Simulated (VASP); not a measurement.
# InAs (Pm-3m) in VASP: a series of runs

The runs below take InAs through single point, with PBE.

All numbers are computed with VASP 6.6.1; they aren't measurements. Logs are shortened: lines on timing, memory, paths and dates and some standing lists are left out, and cuts for length are marked.

## (1) The cell of the first run

It takes space group Pm-3m (No. 221, cubic). The conventional cell has a = 3.559 Å, b = 3.559 Å, c = 3.559 Å, α = 90.00°, β = 90.00°, γ = 90.00°. Around In (site symmetry m-3m) lie 8 As at 3.08 Å. As (site symmetry m-3m) is surrounded by 8 In at 3.08 Å.

Measurements of this composition are mostly on another form, of space group No. 216.

## (2) Single point, PBE (Sb replaced by As, lengths x 0.957, strained and moved within the space group)

The input, INCAR:

```
SYSTEM = InAs
PREC = Accurate
ENCUT = 520
EDIFF = 1E-6
ISMEAR = 0
SIGMA = 0.1
LREAL = .FALSE.
LASPH = .TRUE.
NELM = 100
ALGO = Normal
ISIF = 2
LWAVE = .FALSE.
LCHARG = .FALSE.
GGA = PE
NBANDS = 16
```

The input, KPOINTS:

```
regular mesh
0
G
  12 12 12
  0 0 0
```

The input, POSCAR:

```
InAs
1.0
    3.5588422673      0.0000000000      0.0000000000
    0.0000000000      3.5588422673      0.0000000000
    0.0000000000      0.0000000000      3.5588422673
In As
1 1
Direct
    0.0000000000      0.0000000000      0.0000000000
    0.5000000000      0.5000000000      0.5000000000
```

Potentials or basis: VASP PAW PBE potentials, release 64 (In_d, As).

Launch:

```
$ cat potpaw_PBE.64/In_d/POTCAR potpaw_PBE.64/As/POTCAR > POTCAR
$ mpirun -np 1 vasp_std > vasp.out
```

OUTCAR:

```text
SYSTEM = InAs
   PREC = Accurate
   ENCUT = 520
   EDIFF = 1E-6
   ISMEAR = 0
   LREAL = .FALSE.
   LASPH = .TRUE.
   NELM = 100
   ISIF = 2
   GGA = PE

 ion  position               nearest neighbor table
   1  0.000  0.000  0.000-   2 3.08   2 3.08   2 3.08   2 3.08   2 3.08   2 3.08   2 3.08   2 3.08

   2  0.500  0.500  0.500-   1 3.08   1 3.08   1 3.08   1 3.08   1 3.08   1 3.08   1 3.08   1 3.08

  LATTYP: Found a simple cubic cell.
 ALAT       =     3.5588422673

  Lattice vectors:

 A1 = (   3.5588422673,   0.0000000000,   0.0000000000)
 A2 = (   0.0000000000,   3.5588422673,   0.0000000000)
 A3 = (   0.0000000000,   0.0000000000,   3.5588422673)

Analysis of symmetry for initial positions (statically):
=====================================================================
 Subroutine PRICEL returns:
 Original cell was already a primitive cell.

 Routine SETGRP: Setting up the symmetry group for a
 simple cubic supercell.

 Subroutine GETGRP returns: Found 48 space group operations
 (whereof 48 operations were pure point group operations)
 out of a pool of 48 trial point group operations.

The static configuration has the point symmetry O_h .

Analysis of symmetry for dynamics (positions and initial velocities):
=====================================================================
 Subroutine PRICEL returns:
 Original cell was already a primitive cell.

 Routine SETGRP: Setting up the symmetry group for a
 simple cubic supercell.

 Subroutine GETGRP returns: Found 48 space group operations
 (whereof 48 operations were pure point group operations)
 out of a pool of 48 trial point group operations.

The dynamic configuration has the point symmetry O_h .

 Subroutine INISYM returns: Found 48 space group operations
 (whereof 48 operations are pure point group operations),
 and found     1 'primitive' translations

----------------------------------------------------------------------------------------

                                     Primitive cell

  volume of cell :      45.0740

  direct lattice vectors                    reciprocal lattice vectors
     3.558842267  0.000000000  0.000000000     0.280990256  0.000000000  0.000000000
     0.000000000  3.558842267  0.000000000     0.000000000  0.280990256  0.000000000
     0.000000000  0.000000000  3.558842267     0.000000000  0.000000000  0.280990256

  length of vectors
     3.558842267  3.558842267  3.558842267     0.280990256  0.280990256  0.280990256

  position of ions in fractional coordinates (direct lattice)
     0.000000000  0.000000000  0.000000000
     0.500000000  0.500000000  0.500000000

  ion indices of the primitive-cell ions
   primitive index   ion index
                 1           1
                 2           2

----------------------------------------------------------------------------------------

 KPOINTS: regular mesh

Automatic generation of k-mesh.
 Grid dimensions read from file:
 generate k-points for:   12   12   12

 Generating k-lattice:

  Cartesian coordinates                     Fractional coordinates (reciprocal lattice)
     0.023415855  0.000000000  0.000000000     0.083333333  0.000000000  0.000000000
     0.000000000  0.023415855  0.000000000     0.000000000  0.083333333  0.000000000
     0.000000000  0.000000000  0.023415855     0.000000000  0.000000000  0.083333333

  Length of vectors
     0.023415855  0.023415855  0.023415855

  Shift w.r.t. Gamma in fractional coordinates (k-lattice)
     0.000000000  0.000000000  0.000000000

 Subroutine IBZKPT returns following result:
 ===========================================

 Found     84 irreducible k-points:

 Following reciprocal coordinates:
            Coordinates               Weight
  0.000000  0.000000  0.000000      1.000000
  0.083333  0.000000  0.000000      6.000000
  0.166667  0.000000  0.000000      6.000000
  0.250000  0.000000  0.000000      6.000000
  0.333333  0.000000  0.000000      6.000000
  0.416667  0.000000  0.000000      6.000000
[... 16 lines left out ...]
  0.333333  0.333333  0.000000     12.000000
  0.416667  0.333333  0.000000     24.000000
 [... further k-points ...]
   k-points           NKPTS =     84   k-points in BZ     NKDIM =     84   number of bands    NBANDS=     16
   number of dos      NEDOS =    301   number of ions     NIONS =      2
   total plane-waves  NPLWV =  21952
   dimension x,y,z NGX =    28 NGY =   28 NGZ =   28
   dimension x,y,z NGXF=    56 NGYF=   56 NGZF=   56
   ions per type =               1   1
   NGX,Y,Z   is equivalent  to a cutoff of  13.08, 13.08, 13.08 a.u.
   NGXF,Y,Z  is equivalent  to a cutoff of  26.16, 26.16, 26.16 a.u.
 SYSTEM =  InAs
   PREC   = accura    normal or accurate (medium, high low for compatibility)
   ISTART =      0    job   : 0-new  1-cont  2-samecut
   ICHARG =      2    charge: 1-file 2-atom 10-const
   ISPIN  =      1    spin polarized calculation?
   LNONCOLLINEAR =      F non collinear calculations
   LSORBIT =      F    spin-orbit coupling
   LASPH  =      T    aspherical Exc in radial PAW
   ENCUT  =  520.0 eV  38.22 Ry    6.18 a.u.   6.62  6.62  6.62*2*pi/ulx,y,z
   NELM   =    100;   NELMIN=  2; NELMDL= -5     # of ELM steps
   EDIFF  = 0.1E-05   stopping-criterion for ELM
   LREAL  =      F    real-space projection
   EDIFFG = 0.1E-04   stopping-criterion for IOM
   NSW    =      0    number of steps for IOM
   IBRION =     -1    ionic relax: 0-MD 1-quasi-New 2-CG
   NFREE  =      0    steps in history (QN), initial steepest desc. (CG)
   ISIF   =      2    stress and relaxation
   ISYM   =      2    0-nonsym 1-usesym 2-fastsym
   POTIM  = 0.5000    time-step for ionic-motion
   TEBEG  =    0.0;   TEEND  =   0.0 temperature during run
   PSTRESS=    0.0 pullay stress
   NELECT =      18.0000    total number of electrons
   NUPDOWN=      -1.0000    fix difference up-down
   EMIN   =  10.00;   EMAX   =-10.00  energy-range for DOS
   EFERMI =   0.00;   METHOD = LEGACY
   ISMEAR =     0;   SIGMA  =   0.10  broadening in eV -4-tet -1-fermi 0-gaus
   EFERMI_NEDOS =   21; number of points for ismear=-14 and -15
   IALGO  =     38    algorithm
   IMIX   =      4    mixing-type and parameters
     AMIX     =   0.40;   BMIX     =  1.00
     AMIX_MAG =   1.60;   BMIX_MAG =  1.00
  volume/ion in A,a.u.               =      22.54       152.09
  Fermi-wavevector in a.u.,A,eV,Ry     =   1.205564  2.278186 19.774496  1.453384
  Thomas-Fermi vector in A             =   2.341257
   LORBIT       =      0    0 simple, 1 ext, 2 COOP (PROOUT), +10 PAW based schemes
   GGA     = PE    functional components
   LHFCALC =     F    Hartree Fock is set to
   AEXX    =    0.0000 exact exchange contribution
   IVDW    =     0    specifies the selected vdW correction
   LEPSILON=     F    determine dielectric tensor
   LRPA    =     F    only Hartree local field effects (RPA)
 non-spin polarized calculation
 Gauss-broadening in eV      SIGMA  =   0.10
  energy-cutoff  :      520.00
  volume of cell :       45.07
 maximum number of plane-waves:      1233
 NGX is ok and might be reduce to    28
   NGX = 13   NGY = 13   NGZ = 13

 number of electron      17.9999998 magnetization

 Free energy of the ion-electron system (eV)
  ---------------------------------------------------
  ext. energy  EPLUGINS =         0.00000000
  ---------------------------------------------------
  free energy    TOTEN  =        -6.85139864 eV

  energy without entropy =       -6.84329686  energy(sigma->0) =       -6.84734775

 E-fermi :   6.8258     XC(G=0): -10.4894

 val. band max:        6.8247090451   @ k =   0.5000   0.0833   0.0000
 cond. band min:       6.8289577485   @ k =   0.1667   0.0000   0.0000
 fundamental gap:      0.0042487034
 Fermi energy:         6.8257622876

 k-point     1 :       0.0000    0.0000    0.0000
  band No.  band energies     occupation
      1      -7.6749      2.00000
      2      -7.6749      2.00000
      3      -7.4712      2.00000
      4      -7.4712      2.00000
      5      -7.4712      2.00000
      6      -5.7635      2.00000
[... 8 lines left out ...]
     15      16.2070      0.00000
     16      20.7629      0.00000

 k-point     2 :       0.0833    0.0000    0.0000
  band No.  band energies     occupation
      1      -7.6739      2.00000
      2      -7.6637      2.00000
      3      -7.4765      2.00000
      4      -7.4765      2.00000
      5      -7.4708      2.00000
      6      -5.6956      2.00000
[... 8 lines left out ...]
     15      15.8430      0.00000
     16      20.4028      0.00000

 k-point     3 :       0.1667    0.0000    0.0000
  band No.  band energies     occupation
      1      -7.6711      2.00000
      2      -7.6334      2.00000
      3      -7.4908      2.00000
      4      -7.4908      2.00000
      5      -7.4695      2.00000
      6      -5.4959      2.00000
[... 8 lines left out ...]
     15      15.1987      0.00000
     16      19.1574      0.00000

 k-point     4 :       0.2500    0.0000    0.0000
  band No.  band energies     occupation
      1      -7.6673      2.00000
      2      -7.5923      2.00000
      3      -7.5102      2.00000
      4      -7.5102      2.00000
      5      -7.4679      2.00000
      6      -5.1805      2.00000
[... 8 lines left out ...]
     15      16.0573      0.00000
     16      17.8542      0.00000
[... 324 lines left out ...]
 k-point    22 :       0.5000    0.2500    0.0000
  band No.  band energies     occupation
      1      -7.6643      2.00000
      2      -7.6082      2.00000
      3      -7.5388      2.00000
      4      -7.4970      2.00000
      5      -7.4581      2.00000
      6      -3.6503      2.00000
[... 8 lines left out ...]
     15      17.9730      0.00000
     16      19.1988      0.00000

 k-point    23 :       0.3333    0.3333    0.0000
  band No.  band energies     occupation
      1      -7.6743      2.00000
      2      -7.6013      2.00000
      3      -7.5198      2.00000
      4      -7.5145      2.00000
      5      -7.4625      2.00000
      6      -3.7840      2.00000
[... 8 lines left out ...]
     15      16.9655      0.00000
     16      18.4752      0.00000

 k-point    24 :       0.4167    0.3333    0.0000
  band No.  band energies     occupation
      1      -7.7049      2.00000
      2      -7.5940      2.00000
      3      -7.5296      2.00000
      4      -7.5140      2.00000
      5      -7.4333      2.00000
      6      -3.4345      2.00000
[... 8 lines left out ...]
     15      16.9590      0.00000
     16      18.6794      0.00000

 [... further k-points ...]

------------------------ aborting loop because EDIFF is reached ----------------------------------------

  FORCE on cell =-STRESS in cart. coord.  units (eV):
  Direction    XX          YY          ZZ          XY          YZ          ZX
  --------------------------------------------------------------------------------------
  -------------------------------------------------------------------------------------
  Total        0.2538844      0.2538844      0.2538844     -0.0000000     -0.0000000      0.0000000
  in kB        9.0244429      9.0244429      9.0244429     -0.0000000     -0.0000000      0.0000000
  external PRESSURE =       9.0244429 kB  Pullay stress =       0.0000000 kB

 VOLUME and BASIS-vectors are now :
 -----------------------------------------------------------------------------
  energy-cutoff  :      520.00
  volume of cell :       45.07
      direct lattice vectors                 reciprocal lattice vectors
     3.558842267  0.000000000  0.000000000     0.280990256  0.000000000  0.000000000
     0.000000000  3.558842267  0.000000000     0.000000000  0.280990256  0.000000000
     0.000000000  0.000000000  3.558842267     0.000000000  0.000000000  0.280990256

 POSITION                                       TOTAL-FORCE (eV/Angst)
 -----------------------------------------------------------------------------------
      0.00000      0.00000      0.00000         0.000000      0.000000      0.000000
      1.77942      1.77942      1.77942         0.000000      0.000000      0.000000
 -----------------------------------------------------------------------------------
    total drift:                               -0.000000      0.000000     -0.000000

  FREE ENERGIE OF THE ION-ELECTRON SYSTEM (eV)
  ---------------------------------------------------
  free  energy   TOTEN  =        -6.8513986371 eV

  energy  without entropy=       -6.8432968562  energy(sigma->0) =       -6.84734775
```

Wall time 24 s (1 thread of AMD EPYC 9R45 (Zen 5), shared host); peak memory 0.17 GiB.

What came out:

```
Free energy            : -6.8514 eV
Pressure               : 0.9 GPa
Band gap on the k mesh : none (metal or under the smearing width)
```

## (3) Single point, PBE (Sb replaced by As, lengths x 0.957, strained and moved within the space group)

The input, INCAR:

```
PREC = Accurate ; ENCUT = 520
EDIFF = 1E-6 ; ISMEAR = 0
SIGMA = 0.1 ; LREAL = F
LASPH = T ; NELM = 100
ALGO = Fast ; ISIF = 2
LWAVE = F ; LCHARG = T
GGA = PE ; LELF = T
LVHAR = T ; NBANDS = 16
```

The input, KPOINTS:

```
Automatic mesh
0
Gamma
  6 6 6
```

The input, POSCAR:

```
InAs
1.0
    3.5481622777      0.0000000000      0.0000000000
    0.0000000000      3.5481622777      0.0000000000
    0.0000000000      0.0000000000      3.5481622777
In As
1 1
Direct
    0.0000000000      0.0000000000      0.0000000000
    0.5000000000      0.5000000000      0.5000000000
```

Potentials or basis: VASP PAW PBE potentials, release 64 (In_d, As).

Launch:

```
$ cat potpaw_PBE.64/In_d/POTCAR potpaw_PBE.64/As/POTCAR > POTCAR
$ mpirun -np 1 vasp_std > vasp.out
```

Wall time 9.7 s (1 thread of AMD EPYC 9R45 (Zen 5), shared host); peak memory 0.13 GiB.

It converged, with:

```
Free energy            : -6.8442 eV
Pressure               : 1.2 GPa
Band gap on the k mesh : none (metal or under the smearing width)
```

Levels at points of the mesh, in eV from the Fermi level:
```tsv
k point	band 5	band 6	band 7	band 8	band 9	band 10	band 11	band 12	band 13	band 14
(0.00, 0.00, 0.00)	-14.23	-12.55	-2.22	-0.66	-0.66	-0.66	5.00	5.00	9.56	9.56
(0.50, 0.00, 0.00)	-14.23	-11.02	-7.26	1.05	1.05	2.23	3.41	5.01	5.01	6.46
(0.50, 0.50, 0.00)	-14.14	-9.56	-4.57	-4.57	-3.75	1.53	6.54	6.54	7.64	7.82
(0.50, 0.50, 0.50)	-14.14	-9.07	-2.12	-2.12	-2.12	-1.17	-0.03	-0.03	-0.03	17.45
```
